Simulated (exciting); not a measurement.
# Sn (Immm) in exciting: settings compared

Aim: see how the results for Sn move with the level of theory and the settings. Levels: PBE, LDA-PZ+D2, PBEsol (libxc). Tasks: density of states, effective masses.

Program: exciting (release sodium). These are calculated values, not measurements. Logs are shortened: lines on timing, memory, paths and dates and some standing lists are left out, and cuts for length are marked.

### Step 1. The crystal as given

It takes space group Immm (No. 71, orthorhombic). Conventional cell: a = 3.453 Å, b = 3.551 Å, c = 4.677 Å, α = 90.00°, β = 90.00°, γ = 90.00°. Sn (site symmetry mmm) has 12 Sn at 3.41 to 3.55 Å as nearest neighbours.

This isn't the form of Sn at room conditions, which is tetragonal (white tin).

### Step 2. Density of states, PBE, spin-orbit coupling, no magnetisation

The input, input.xml:

```xml
<input>
  <title>Sn</title>
  <structure speciespath="./" tshift="false" cartesian="true">
    <crystal scale="6.4365490406">
      <basevect>-0.506899867135 0.521288275788 0.686520981637</basevect>
      <basevect>0.506899867135 -0.521288275788 0.686520981637</basevect>
      <basevect>0.506899867135 0.521288275788 -0.686520981637</basevect>
    </crystal>
    <species speciesfile="Sn.xml" rmt="2.3">
      <atom coord="0.000000000000 0.000000000000 0.000000000000"/>
    </species>
  </structure>
  <groundstate do="fromscratch" ngridk="9 9 9" rgkmax="8" gmaxvr="14" lmaxapw="10" lmaxmat="10" lmaxvr="8" xctype="GGA_PBE" stype="Fermi Dirac" swidth="0.00183747" nempty="16" ValenceRelativity="iora*" epsengy="1e-05" epspot="1e-05" maxscl="60" outputlevel="normal">
    <spin spinorb="true"/>
  </groundstate>
  <properties>
    <dos nwdos="200" winddos="-0.3 0.3" inttype="tetra" ngrdos="100" nsmdos="0" lmirep="true"/>
  </properties>
</input>
```

Potentials or basis: all-electron LAPW+lo, shipped species files, valence relativity iora*.

Started as:

```bash
> OMP_NUM_THREADS=1 exciting_smp
```

INFO.OUT:

```text
================================================================================
EXCITING SODIUM started
[... 10 lines left out ...]

 Lattice vectors (cartesian) :
     -3.2626858535      3.3552975514      4.4188259657
      3.2626858535     -3.3552975514      4.4188259657
      3.2626858535      3.3552975514     -4.4188259657

 Reciprocal lattice vectors (cartesian) :
     -0.0000000000      0.9363082127      0.7109564119
      0.9628854247      0.0000000000      0.7109564119
      0.9628854247      0.9363082127      0.0000000000

 Unit cell volume                           :     193.4965332626
 Brillouin zone volume                      :       1.2819362149

 Species :    1 (Sn)
     parameters loaded from                 :    Sn.xml
     name                                   :    tin
     nuclear charge                         :     -50.00000000
     electronic charge                      :      50.00000000
     atomic mass                            :  216395.09200000
     muffin-tin radius                      :       2.30000000
     # of radial points in muffin-tin       :     400

     atomic positions (cartesian) :
       1 :   0.00000000  0.00000000  0.00000000

 Total number of atoms per unit cell        :       1

 Spin treatment                             :    spin-polarised
 Spin-orbit coupling is included
 Global magnetic field (cartesian) :        0.00000000   0.00000000   0.00000000
 non-collinear magnetisation

 Number of Bravais lattice symmetries       :       8
 Number of crystal symmetries               :       8

 k-point grid                               :       9    9    9
 Total number of k-points                   :     125
 k-point set is reduced with crystal symmetries

 R^MT_min * |G+k|_max (rgkmax)              :       8.00000000
 Species with R^MT_min                      :       1 (Sn)
 Maximum |G+k| for APW functions            :       3.47826087
 Maximum |G| for potential and density      :      14.00000000

 G-vector grid sizes                        :      30    30    30
 Total number of G-vectors                  :    8995

 Maximum angular momentum used for
     APW functions                          :      10
     computing H and O matrix elements      :      10
     potential and density                  :       8
     inner part of muffin-tin               :       2

 Total nuclear charge                       :     -50.00000000
 Total electronic charge                    :      50.00000000
 Total core charge                          :      30.00000000
 Total valence charge                       :      20.00000000

 Number of empty states                     :      16
 Total number of valence states             :      54

 Maximum Hamiltonian size                   :     163
 Maximum number of plane-waves              :     146
 Total number of local-orbitals             :      17

 Exchange-correlation type                  :      20
[... 23 lines left out ...]
+ SCF iteration number :    1                                                  +
++++++++++++++++++++++++++++++++++++++++++++++++++++++++++++++++++++++++++++++++
 Total energy                               :     -6177.27340255
 _______________________________________________________________
 Fermi energy                               :         0.25091950
 Kinetic energy                             :      6506.61609287
 Coulomb energy                             :    -12518.57762355
 Exchange energy                            :      -162.61241505
 Correlation energy                         :        -2.69945682
 No external B-field energy in total energy

 DOS at Fermi energy (states/Ha/cell)       :        10.49526632

 Electron charges :
     core                                   :        30.00000000
     core leakage                           :         0.00039674
     valence                                :        20.00000000
     interstitial                           :         2.69090693
     charge in muffin-tin spheres :
                  atom     1    Sn          :        47.30909307
     total charge in muffin-tins            :        47.30909307
     total charge                           :        50.00000000

 Moments :
     interstitial                 :    -0.00000000    -0.00000000     0.00000000
     moment in muffin-tin spheres :
         atom     1    Sn         :     0.00000000    -0.00000000    -0.00000000
     total moment in muffin-tins  :     0.00000000    -0.00000000    -0.00000000
     total moment                 :    -0.00000000    -0.00000000     0.00000000
[... 295 lines left out ...]
 Electron charges :
     core                                   :        30.00000000
     core leakage                           :         0.00039195
     valence                                :        20.00000000
     interstitial                           :         2.67581506
     charge in muffin-tin spheres :
                  atom     1    Sn          :        47.32418494
     total charge in muffin-tins            :        47.32418494
     total charge                           :        50.00000000

 Moments :
     interstitial                 :    -0.00000000    -0.00000000    -0.00000000
     moment in muffin-tin spheres :
         atom     1    Sn         :     0.00000000    -0.00000000    -0.00000000
     total moment in muffin-tins  :     0.00000000    -0.00000000    -0.00000000
     total moment                 :    -0.00000000    -0.00000000    -0.00000000

 RMS change in effective potential (target) :  0.462728E-04  ( 0.100000E-04)
 Absolute change in total energy   (target) :  0.338908E-03  ( 0.100000E-04)
 Charge distance                   (target) :  0.211291E-06  ( 0.100000E-04)

++++++++++++++++++++++++++++++++++++++++++++++++++++++++++++++++++++++++++++++++
[... 28 further cycles ...]
+ SCF iteration number :   39                                                  +
++++++++++++++++++++++++++++++++++++++++++++++++++++++++++++++++++++++++++++++++
 Total energy                               :     -6179.08534290
 _______________________________________________________________
 Fermi energy                               :         0.23651237
 Kinetic energy                             :      6504.99687479
 Coulomb energy                             :    -12518.74689464
 Exchange energy                            :      -162.63572598
 Correlation energy                         :        -2.69959708
 No external B-field energy in total energy

 DOS at Fermi energy (states/Ha/cell)       :        10.21159916

 Electron charges :
     core                                   :        30.00000000
     core leakage                           :         0.00039197
     valence                                :        20.00000000
     interstitial                           :         2.67582070
     charge in muffin-tin spheres :
                  atom     1    Sn          :        47.32417930
     total charge in muffin-tins            :        47.32417930
     total charge                           :        50.00000000

 Moments :
     interstitial                 :     0.00000000     0.00000000     0.00000000
     moment in muffin-tin spheres :
         atom     1    Sn         :     0.00000000    -0.00000000     0.00000000
     total moment in muffin-tins  :     0.00000000    -0.00000000     0.00000000
     total moment                 :     0.00000000     0.00000000     0.00000000

 RMS change in effective potential (target) :  0.492700E-05  ( 0.100000E-04)
 Absolute change in total energy   (target) :  0.717923E-05  ( 0.100000E-04)
 Charge distance                   (target) :  0.469767E-08  ( 0.100000E-04)
[... 295 lines left out ...]
 Electron charges :
     core                                   :        30.00000000
     core leakage                           :         0.00039197
     valence                                :        20.00000000
     interstitial                           :         2.67582088
     charge in muffin-tin spheres :
                  atom     1    Sn          :        47.32417912
     total charge in muffin-tins            :        47.32417912
     total charge                           :        50.00000000

 Moments :
     interstitial                 :    -0.00000000     0.00000000     0.00000000
     moment in muffin-tin spheres :
         atom     1    Sn         :     0.00000000    -0.00000000    -0.00000000
     total moment in muffin-tins  :     0.00000000    -0.00000000    -0.00000000
     total moment                 :    -0.00000000     0.00000000     0.00000000

 RMS change in effective potential (target) :  0.390712E-05  ( 0.100000E-04)
 Absolute change in total energy   (target) :  0.300811E-05  ( 0.100000E-04)
 Charge distance                   (target) :  0.205437E-08  ( 0.100000E-04)

++++++++++++++++++++++++++++++++++++++++++++++++++++++++++++++++++++++++++++++++
| Convergency criteria checked for the last 2 iterations                       +
| Convergence targets achieved. Performing final SCF iteration                 +
++++++++++++++++++++++++++++++++++++++++++++++++++++++++++++++++++++++++++++++++
 Total energy                               :     -6179.08530144
 _______________________________________________________________
 Fermi energy                               :         0.23651238
 Kinetic energy                             :      6504.99688984
 Coulomb energy                             :    -12518.74686924
 Exchange energy                            :      -162.63572497
 Correlation energy                         :        -2.69959707
 No external B-field energy in total energy

 DOS at Fermi energy (states/Ha/cell)       :        10.21160096

 Electron charges :
     core                                   :        30.00000000
     core leakage                           :         0.00039197
     valence                                :        20.00000000
     interstitial                           :         2.67582084
     charge in muffin-tin spheres :
                  atom     1    Sn          :        47.32417916
     total charge in muffin-tins            :        47.32417916
     total charge                           :        50.00000000

 Moments :
     interstitial                 :     0.00000000     0.00000000     0.00000000
     moment in muffin-tin spheres :
         atom     1    Sn         :     0.00000000    -0.00000000    -0.00000000
     total moment in muffin-tins  :     0.00000000    -0.00000000    -0.00000000
     total moment                 :     0.00000000     0.00000000     0.00000000

++++++++++++++++++++++++++++++++++++++++++++++++++++++++++++++++++++++++++++++++
[... 12 lines left out ...]
| EXCITING SODIUM stopped                                                      =
================================================================================
```

It took 9.3 min on 1 thread of Arm Neoverse V2, shared host; peak memory 0.14 GiB.

What came out:

| Item | Value |
| --- | --- |
| Band gap on the k mesh | none (metal or under the smearing width) |
| All electrons inside the program's atomic spheres | Sn 47.32 (radii Sn 2.3 bohr) |

Levels at points of the mesh, in eV from the Fermi level:
| k point | band 16 | band 17 | band 18 | band 19 | band 20 | band 21 | band 22 | band 23 | band 24 | band 25 |
| --- | --- | --- | --- | --- | --- | --- | --- | --- | --- | --- |
| (0.00, 0.00, 0.00) | -21.06 | -10.76 | -10.76 | 6.56 | 6.56 | 7.43 | 7.43 | 7.80 | 7.80 | 10.63 |

States per cell in windows of 0.5 eV (zero at the Fermi level; states under -8 eV left out):
| from (eV) | total | Sn1 p | Sn1 s | Sn1 d |
| --- | --- | --- | --- | --- |
| -8.0 | 0.20 | 0.01 | 0.07 | 0.00 |
| -7.5 | 0.20 | 0.01 | 0.08 | 0.00 |
| -7.0 | 0.26 | 0.01 | 0.11 | 0.00 |
| -6.5 | 0.25 | 0.01 | 0.11 | 0.00 |
| -6.0 | 0.23 | 0.01 | 0.11 | 0.00 |
| -5.5 | 0.22 | 0.00 | 0.11 | 0.00 |
| -5.0 | 0.08 | 0.00 | 0.04 | 0.00 |
| -4.5 | 0.02 | 0.00 | 0.00 | 0.00 |
| -4.0 | 0.08 | 0.02 | 0.00 | 0.00 |
| -3.5 | 0.15 | 0.03 | 0.01 | 0.00 |
| -3.0 | 0.35 | 0.08 | 0.02 | 0.00 |
| -2.5 | 0.37 | 0.09 | 0.03 | 0.00 |
| -2.0 | 0.22 | 0.05 | 0.02 | 0.00 |
| -1.5 | 0.25 | 0.06 | 0.02 | 0.00 |
| -1.0 | 0.27 | 0.07 | 0.02 | 0.00 |
| -0.5 | 0.27 | 0.07 | 0.02 | 0.00 |
| 0.0 | 0.27 | 0.07 | 0.02 | 0.00 |
| 0.5 | 0.30 | 0.08 | 0.02 | 0.01 |
| 1.0 | 0.33 | 0.09 | 0.01 | 0.01 |
| 1.5 | 0.35 | 0.10 | 0.01 | 0.01 |
| 2.0 | 0.37 | 0.11 | 0.01 | 0.01 |
| 2.5 | 0.45 | 0.14 | 0.01 | 0.01 |
| 3.0 | 0.34 | 0.11 | 0.01 | 0.01 |
| 3.5 | 0.32 | 0.11 | 0.01 | 0.01 |
| 4.0 | 0.31 | 0.11 | 0.01 | 0.01 |
| 4.5 | 0.28 | 0.10 | 0.01 | 0.01 |
| 5.0 | 0.25 | 0.10 | 0.00 | 0.01 |
| 5.5 | 0.25 | 0.08 | 0.01 | 0.01 |
| 6.0 | 0.24 | 0.06 | 0.01 | 0.01 |
| 6.5 | 0.26 | 0.05 | 0.01 | 0.02 |
| 7.0 | 0.27 | 0.03 | 0.01 | 0.02 |
| 7.5 | 0.36 | 0.03 | 0.01 | 0.03 |

Caveat: total energies with spin-orbit coupling aren't reliable in this program, so none is listed and the log's shouldn't be used; the tetrahedron DOS on this energy grid can lose part of the weight of narrow d or f bands.

[end of part 1 of 2]
